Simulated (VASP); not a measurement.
# PtS2 (R-3m) in VASP: further runs

The runs below take PtS2 through single point, relaxation of cell and atoms, with PBE+D3(BJ).

All numbers are computed with VASP 6.6.1; they aren't measurements. Logs are shortened: lines on timing, memory, paths and dates and some standing lists are left out, and cuts for length are marked.

## Step 1: The structure

It takes space group R-3m (No. 166, trigonal). The conventional cell has a = 3.544 Å, b = 3.544 Å, c = 16.009 Å, α = 90.00°, β = 90.00°, γ = 120.00°. Around Pt (site symmetry -3m) lie 6 S at 2.39 Å. Around S (site symmetry 3m) lie 3 Pt at 2.39 Å.

The cell was built by a generator and needn't be a form met in nature.

## Step 2: Single point, PBE+D3(BJ)

File INCAR:

```
PREC     = Accurate       # precision mode
ENCUT    = 520            # plane-wave cutoff, eV
EDIFF    = 1E-6           # SCF threshold, eV
ISMEAR   = 0              # smearing method
SIGMA    = 0.02           # smearing width, eV
LREAL    = False          # projectors in reciprocal space
LASPH    = True           # aspherical terms in the spheres
NELM     = 100            # most SCF steps
ALGO     = Normal         # electronic algorithm
ISIF     = 2              # what is computed and relaxed
LWAVE    = False          # write WAVECAR
LCHARG   = True           # write CHGCAR
GGA      = PE             # functional
IVDW     = 12             # dispersion correction
LELF     = True           # ELF
LVHAR    = True         
NBANDS   = 18             # bands
```

File KPOINTS:

```
Automatic mesh
0
Gamma
  9 9 9
```

File POSCAR:

```
PtS2
1.0
    1.7717696714      1.0229316967      5.3362047162
   -1.7717696714      1.0229316967      5.3362047162
    0.0000000000     -2.0458633934      5.3362047162
Pt S
1 2
Direct
    0.0000000000      0.0000000000      0.0000000000
    0.7438478407      0.7438478407      0.7438478407
    0.2561521593      0.2561521593      0.2561521593
```

Potentials or basis: VASP PAW PBE potentials, release 64 (Pt, S).

Command:

```
cat potpaw_PBE.64/Pt/POTCAR potpaw_PBE.64/S/POTCAR > POTCAR
mpirun -np 1 vasp_std > vasp.out
```

OUTCAR:

```text
PREC = Accurate
   ENCUT = 520
   EDIFF = 1E-6
   ISMEAR = 0
   LREAL = False
   LASPH = True
   NELM = 100
   ISIF = 2
   GGA = PE
   IVDW = 12
 IVDW          = 12

 ion  position               nearest neighbor table
   1  0.000  0.000  0.000-   2 2.39   3 2.39   2 2.39   2 2.39   3 2.39   3 2.39
   2  0.744  0.744  0.744-   1 2.39   1 2.39   1 2.39
   3  0.256  0.256  0.256-   1 2.39   1 2.39   1 2.39

  LATTYP: Found a trigonal (rhomboedric) cell.
 ALAT       =     5.7149486260
 COS(alpha) =     0.8077705777

  Lattice vectors:

 A1 = (   1.7717696714,   1.0229316967,   5.3362047162)
 A2 = (  -1.7717696714,   1.0229316967,   5.3362047162)
 A3 = (   0.0000000000,  -2.0458633934,   5.3362047162)

Analysis of symmetry for initial positions (statically):
=====================================================================
 Subroutine PRICEL returns:
 Original cell was already a primitive cell.

 Routine SETGRP: Setting up the symmetry group for a
 trigonal (rhombohedral) supercell.

 Subroutine GETGRP returns: Found 12 space group operations
 (whereof 12 operations were pure point group operations)
 out of a pool of 12 trial point group operations.

The static configuration has the point symmetry D_3d.

Analysis of symmetry for dynamics (positions and initial velocities):
=====================================================================
 Subroutine PRICEL returns:
 Original cell was already a primitive cell.

 Routine SETGRP: Setting up the symmetry group for a
 trigonal (rhombohedral) supercell.

 Subroutine GETGRP returns: Found 12 space group operations
 (whereof 12 operations were pure point group operations)
 out of a pool of 12 trial point group operations.

The dynamic configuration has the point symmetry D_3d.

 Subroutine INISYM returns: Found 12 space group operations
 (whereof 12 operations are pure point group operations),
 and found     1 'primitive' translations

----------------------------------------------------------------------------------------

                                     Primitive cell

  volume of cell :      58.0280

  direct lattice vectors                    reciprocal lattice vectors
     1.771769671  1.022931697  5.336204716     0.282203724  0.162930396  0.062466369
    -1.771769671  1.022931697  5.336204716    -0.282203724  0.162930396  0.062466369
     0.000000000 -2.045863393  5.336204716     0.000000000 -0.325860792  0.062466369

  length of vectors
     5.714948626  5.714948626  5.714948626     0.331794068  0.331794068  0.331794068

  position of ions in fractional coordinates (direct lattice)
     0.000000000  0.000000000  0.000000000
     0.743847841  0.743847841  0.743847841
     0.256152159  0.256152159  0.256152159

  ion indices of the primitive-cell ions
   primitive index   ion index
                 1           1
                 2           2
                 3           3

----------------------------------------------------------------------------------------

 KPOINTS: Automatic mesh

Automatic generation of k-mesh.
 Grid dimensions read from file:
 generate k-points for:    9    9    9

 Generating k-lattice:

  Cartesian coordinates                     Fractional coordinates (reciprocal lattice)
     0.031355969  0.018103377  0.006940708     0.111111111  0.000000000  0.000000000
    -0.031355969  0.018103377  0.006940708     0.000000000  0.111111111  0.000000000
     0.000000000 -0.036206755  0.006940708     0.000000000  0.000000000  0.111111111

  Length of vectors
     0.036866008  0.036866008  0.036866008

  Shift w.r.t. Gamma in fractional coordinates (k-lattice)
     0.000000000  0.000000000  0.000000000

 Subroutine IBZKPT returns following result:
 ===========================================

 Found     85 irreducible k-points:

 Following reciprocal coordinates:
            Coordinates               Weight
  0.000000  0.000000  0.000000      1.000000
  0.111111  0.000000  0.000000      6.000000
  0.222222  0.000000  0.000000      6.000000
  0.333333  0.000000  0.000000      6.000000
  0.444444  0.000000  0.000000      6.000000
  0.111111  0.111111  0.000000      6.000000
[... 16 lines left out ...]
 -0.333333  0.333333  0.000000      6.000000
  0.444444  0.444444  0.000000      6.000000
 [... further k-points ...]
   k-points           NKPTS =     85   k-points in BZ     NKDIM =     85   number of bands    NBANDS=     18
   number of dos      NEDOS =    301   number of ions     NIONS =      3
   total plane-waves  NPLWV = 110592
   dimension x,y,z NGX =    48 NGY =   48 NGZ =   48
   dimension x,y,z NGXF=    96 NGYF=   96 NGZF=   96
   ions per type =               1   2
   NGX,Y,Z   is equivalent  to a cutoff of  13.96, 13.96, 13.96 a.u.
   NGXF,Y,Z  is equivalent  to a cutoff of  27.93, 27.93, 27.93 a.u.
 SYSTEM =  unknown system
   PREC   = accura    normal or accurate (medium, high low for compatibility)
   ISTART =      0    job   : 0-new  1-cont  2-samecut
   ICHARG =      2    charge: 1-file 2-atom 10-const
   ISPIN  =      1    spin polarized calculation?
   LNONCOLLINEAR =      F non collinear calculations
   LSORBIT =      F    spin-orbit coupling
   LASPH  =      T    aspherical Exc in radial PAW
   ENCUT  =  520.0 eV  38.22 Ry    6.18 a.u.  10.63 10.63 10.63*2*pi/ulx,y,z
   NELM   =    100;   NELMIN=  2; NELMDL= -5     # of ELM steps
   EDIFF  = 0.1E-05   stopping-criterion for ELM
   LREAL  =      F    real-space projection
   EDIFFG = 0.1E-04   stopping-criterion for IOM
   NSW    =      0    number of steps for IOM
   IBRION =     -1    ionic relax: 0-MD 1-quasi-New 2-CG
   NFREE  =      0    steps in history (QN), initial steepest desc. (CG)
   ISIF   =      2    stress and relaxation
   ISYM   =      2    0-nonsym 1-usesym 2-fastsym
   POTIM  = 0.5000    time-step for ionic-motion
   TEBEG  =    0.0;   TEEND  =   0.0 temperature during run
   PSTRESS=    0.0 pullay stress
   NELECT =      22.0000    total number of electrons
   NUPDOWN=      -1.0000    fix difference up-down
   EMIN   =  10.00;   EMAX   =-10.00  energy-range for DOS
   EFERMI =   0.00;   METHOD = LEGACY
   ISMEAR =     0;   SIGMA  =   0.02  broadening in eV -4-tet -1-fermi 0-gaus
   EFERMI_NEDOS =   21; number of points for ismear=-14 and -15
   IALGO  =     38    algorithm
   IMIX   =      4    mixing-type and parameters
     AMIX     =   0.40;   BMIX     =  1.00
     AMIX_MAG =   1.60;   BMIX_MAG =  1.00
  volume/ion in A,a.u.               =      19.34       130.53
  Fermi-wavevector in a.u.,A,eV,Ry     =   1.184868  2.239075 19.101374  1.403911
  Thomas-Fermi vector in A             =   2.321073
   LORBIT       =      0    0 simple, 1 ext, 2 COOP (PROOUT), +10 PAW based schemes
   GGA     = PE    functional components
   LHFCALC =     F    Hartree Fock is set to
   AEXX    =    0.0000 exact exchange contribution
   IVDW    =    12    specifies the selected vdW correction
   LEPSILON=     F    determine dielectric tensor
   LRPA    =     F    only Hartree local field effects (RPA)
 non-spin polarized calculation
 Gauss-broadening in eV      SIGMA  =   0.02
  energy-cutoff  :      520.00
  volume of cell :       58.03
 maximum number of plane-waves:      1592
 NGX is ok and might be reduce to    48
   NGX = 21   NGY = 21   NGZ = 21

 number of electron      22.0000000 magnetization

 Free energy of the ion-electron system (eV)
  ---------------------------------------------------
  ext. energy  EPLUGINS =         0.00000000
  ---------------------------------------------------
  free energy    TOTEN  =       -15.38481121 eV

  energy without entropy =      -15.38481121  energy(sigma->0) =      -15.38481121

 E-fermi :   5.8850     XC(G=0): -10.2787

 val. band max:        5.7660460609   @ k =   0.1111   0.0000   0.0000
 cond. band min:       6.6462195993   @ k =  -0.2222   0.2222   0.0000
 fundamental gap:      0.8801735384
 Fermi energy:         5.8849637068

 k-point     1 :       0.0000    0.0000    0.0000
  band No.  band energies     occupation
      1      -9.0093      2.00000
      2      -6.3922      2.00000
      3      -0.6678      2.00000
      4      -0.3852      2.00000
      5      -0.3852      2.00000
      6       2.3158      2.00000
[... 10 lines left out ...]
     17      13.7858      0.00000
     18      17.4556      0.00000

 k-point     2 :       0.1111    0.0000    0.0000
  band No.  band energies     occupation
      1      -8.8514      2.00000
      2      -6.4561      2.00000
      3      -0.5166      2.00000
      4      -0.2912      2.00000
      5      -0.2911      2.00000
      6       2.0808      2.00000
[... 10 lines left out ...]
     17      14.3020      0.00000
     18      16.6418      0.00000

 k-point     3 :       0.2222    0.0000    0.0000
  band No.  band energies     occupation
      1      -8.4133      2.00000
      2      -6.6079      2.00000
      3      -0.3242      2.00000
      4      -0.0700      2.00000
      5       0.1973      2.00000
      6       1.3173      2.00000
[... 10 lines left out ...]
     17      15.4834      0.00000
     18      15.8057      0.00000

 k-point     4 :       0.3333    0.0000    0.0000
  band No.  band energies     occupation
      1      -7.8258      2.00000
      2      -6.7597      2.00000
      3      -0.3900      2.00000
      4       0.1077      2.00000
      5       0.5451      2.00000
      6       1.0059      2.00000
[... 375 lines left out ...]
      4       0.1036      2.00000
      5       0.6579      2.00000
      6       1.2412      2.00000
[... 10 lines left out ...]
     17      14.7388      0.00000
     18      16.2327      0.00000

 k-point    23 :      -0.3333    0.3333    0.0000
  band No.  band energies     occupation
      1      -6.9507      2.00000
      2      -6.9504      2.00000
      3      -0.2515      2.00000
      4      -0.0828      2.00000
      5       0.0924      2.00000
      6       1.5891      2.00000
[... 10 lines left out ...]
     17      15.1274      0.00000
     18      16.1618      0.00000

 k-point    24 :       0.4444    0.4444    0.0000
  band No.  band energies     occupation
      1      -7.2482      2.00000
      2      -6.9435      2.00000
      3      -1.2393      2.00000
      4       0.2277      2.00000
      5       0.8346      2.00000
      6       1.4631      2.00000
[... 10 lines left out ...]
     17      14.5664      0.00000
     18      15.6271      0.00000

 [... further k-points ...]

------------------------ aborting loop because EDIFF is reached ----------------------------------------

 Edisp (eV)   -1.19268

 E8    (eV) :    -0.4763

  FORCE on cell =-STRESS in cart. coord.  units (eV):
  Direction    XX          YY          ZZ          XY          YZ          ZX
  --------------------------------------------------------------------------------------
  -------------------------------------------------------------------------------------
  Total      -0.18214    -0.18214    -0.11790     0.00000     0.00000     0.00000
  in kB      -5.02882    -5.02882    -3.25537     0.00000     0.00000     0.00000
  external pressure =       -4.44 kB  Pullay stress =        0.00 kB

 VOLUME and BASIS-vectors are now :
 -----------------------------------------------------------------------------
  energy-cutoff  :      520.00
  volume of cell :       58.03
      direct lattice vectors                 reciprocal lattice vectors
     1.771769671  1.022931697  5.336204716     0.282203724  0.162930396  0.062466369
    -1.771769671  1.022931697  5.336204716    -0.282203724  0.162930396  0.062466369
     0.000000000 -2.045863393  5.336204716     0.000000000 -0.325860792  0.062466369

 POSITION                                       TOTAL-FORCE (eV/Angst)
 -----------------------------------------------------------------------------------
      0.00000      0.00000      0.00000         0.000000      0.000000      0.000000
      0.00000      0.00000     11.90797        -0.000000      0.000000     -0.037993
      0.00000      0.00000      4.10064        -0.000000     -0.000000      0.037993
 -----------------------------------------------------------------------------------
    total drift:                                0.000000      0.000000     -0.000000

  FREE ENERGIE OF THE ION-ELECTRON SYSTEM (eV)
  ---------------------------------------------------
  free  energy   TOTEN  =       -16.5774950430 eV

  energy  without entropy=      -16.5774950430  energy(sigma->0) =      -16.57749504
```

Run time: 1.8 min. Hardware: 1 thread of Intel Xeon 6975P-C (Granite Rapids), shared host; peak memory 0.36 GiB.

What came out:

```
Free energy                : -16.5775 eV
Pressure                   : -0.4 GPa
Largest force              : 0.038 eV/Å
Band gap on the k mesh     : 0.88 eV, indirect (least direct gap 1.05 eV)
Dispersion energy per atom : -0.398 eV
```

Forces on the atoms (eV/Å):
```
Pt   0.000  0.000  0.000
S    0.000  0.000 -0.038
S    0.000  0.000  0.038
```

Caveat: spin-orbit coupling is left out, which moves the levels of the heavy elements; an odd mesh through Γ misses points on the zone boundary, where band edges often lie.

## Step 3: Relaxation of cell and atoms, PBE+D3(BJ)

This run uses another cell than the first one, of 19.43 Å³/atom, 1.004 times its volume.

File INCAR:

```
SYSTEM = PtS2
PREC     = Accurate       ! precision mode
ENCUT    = 600            ! plane-wave cutoff, eV
EDIFF    = 1E-6           ! SCF threshold, eV
ISMEAR   = 0              ! smearing method
SIGMA    = 0.02           ! smearing width, eV
LREAL    = .FALSE.        ! projectors in reciprocal space
LASPH    = .TRUE.         ! aspherical terms in the spheres
NELM     = 60             ! most SCF steps
ALGO     = Fast           ! electronic algorithm
ISIF     = 3              ! what is computed and relaxed
LWAVE    = .FALSE.        ! write WAVECAR
LCHARG   = .FALSE.        ! write CHGCAR
GGA      = PE             ! functional
IVDW     = 12             ! dispersion correction
IBRION   = 2              ! ionic algorithm
NSW      = 100            ! ionic steps
EDIFFG   = -0.01          ! ionic threshold
```

File KPOINTS:

```
regular mesh
0
G
  9 9 9
  0 0 0
```

File POSCAR:

```
PtS2
1.0
    1.7714538046      1.0227493310      5.3609868421
   -1.7714538046      1.0227493310      5.3609868421
    0.0000000000     -2.0454986619      5.3609868421
Pt S
1 2
Direct
    0.0000000000      0.0000000000      0.0000000000
    0.7435715899      0.7435715899      0.7435715899
    0.2564284101      0.2564284101      0.2564284101
```

Potentials or basis: VASP PAW PBE potentials, release 64 (Pt, S).

Command:

```
cat potpaw_PBE.64/Pt/POTCAR potpaw_PBE.64/S/POTCAR > POTCAR
mpirun -np 1 vasp_std > vasp.out
```

Wall time 7.3 min (1 thread of Intel Xeon 6975P-C (Granite Rapids), shared host); peak memory 0.42 GiB.

The run converged. Its results:

```
Free energy                            : -16.5782 eV
Relaxed volume                         : 19.32 Å³/atom
Relaxed cell                           : a = 5.716 Å, b = 5.716 Å, c = 5.716 Å, α = 36.09°, β = 36.09°, γ = 36.09°
Space group after relaxing (to 0.05 Å) : R-3m (No. 166)
Energy gained by relaxing              : 0.1 meV/atom
Ionic steps                            : 9
Pressure after relaxing                : 0.0 GPa
Largest force after relaxing           : 0.009 eV/Å
Band gap on the k mesh                 : 0.89 eV, indirect (least direct gap 1.06 eV)
Dispersion energy per atom             : -0.398 eV
```

Forces in eV/Å, atoms in the order of the input:
```
Pt   0.000  0.000  0.000
S    0.000  0.000  0.009
S    0.000  0.000 -0.009
```

Stress tensor (GPa, compression positive):
```
-0.06  0.00  0.00
 0.00 -0.06  0.00
 0.00  0.00  0.03
```

The path:
```csv
step,energy change (eV),largest force (eV/Å),pressure (GPa),volume (Å³)
1,0.0000,0.0409,-0.49,58.28
2,0.0006,0.0997,0.83,57.77
3,-0.0003,0.0121,0.01,58.09
4,-0.0003,0.0089,0.00,58.09
5,-0.0003,0.0077,-0.03,58.10
6,-0.0003,0.0099,-0.04,58.08
7,-0.0004,0.0102,-0.04,58.02
8,-0.0004,0.0125,-0.04,57.90
9,-0.0004,0.0087,-0.03,57.97
```

Final structure:
```
Pt S
1.0
     1.77066    1.02229    5.33770
    -1.77066    1.02229    5.33770
     0.00000   -2.04458    5.33770
Pt S
1 2
Direct
  0.00000 0.00000 0.00000
  0.74367 0.74367 0.74367
  0.25633 0.25633 0.25633
```

Levels at points of the mesh, in eV from the valence-band top:
| k point | band 9 | band 10 | band 11 | band 12 | band 13 | band 14 |
| --- | --- | --- | --- | --- | --- | --- |
| (0.00, 0.00, 0.00) | -0.74 | -0.74 | -0.02 | 2.58 | 2.58 | 5.19 |

Caveat: spin-orbit coupling is left out, which moves the levels of the heavy elements; an odd mesh through Γ misses points on the zone boundary, where band edges often lie.

(Part 1 of 2 ends here.)
